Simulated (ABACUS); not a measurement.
Ir, 1 atom in the cell. Symmetry: Fm-3m, No. 225, cubic system. The conventional cell has a = 3.831 Å, b = 3.831 Å, c = 3.831 Å, α = 90.00°, β = 90.00°, γ = 90.00°. Around Ir (site symmetry m-3m) lie 12 Ir at 2.71 Å. 

| Quantity | Value |
| --- | --- |
| Program | ABACUS 3.10.1 |
| Task | relaxation of cell and atoms |
| Functional | BLYP |
| Potentials or basis | PseudoDojo NC SR 0.4.1 PBE standard |
| Cutoff | 1361 eV |
| Density cutoff | 5442 eV |
| Basis | DZP LCAO (the cutoffs set its grid) |
| k mesh | 11 × 11 × 11 |
| Occupations | fermi-dirac, width 0.05 eV |
| Spin | no spin polarisation |
| Radial cutoff of the potentials (pseudo_rcut) | 7 bohr |
| Orbital files | Ir Ir_confined-atom_7au_3s2p2d1f.orb |
| Max steps of the relaxation | 60 |
| Force threshold | 0.01 eV/Å |
| Optimiser | cg |
| Stress threshold | 0.2 kbar |
| SCF threshold on the density | 1e-07 |
| Max SCF steps | 100 |
| Eigensolver | genelpa |
| Mixing | broyden |
| Mixing share | 0.7 |
| Symmetry key | 1 |

Potentials or basis: PseudoDojo NC SR 0.4.1 PBE standard, DZP LCAO (the cutoffs set its grid).

Command:

```sh
$ OMP_NUM_THREADS=1 mpirun -np 4 abacus > log
```

Hardware: 4 MPI ranks on Intel(R) Xeon(R) Platinum 8259CL CPU @ 2.50GHz (Skylake/Cascade Lake) (shared host).

Q: Estimate the wall time of this run.

A: Run time: 48 s on 4 MPI ranks on Intel(R) Xeon(R) Platinum 8259CL CPU @ 2.50GHz (Skylake/Cascade Lake), with other jobs on the host, peak memory 0.4 GiB a rank. Counts: scf iterations 45, k points 56, bands 13, basis 26, ion steps 7, ranks 4.
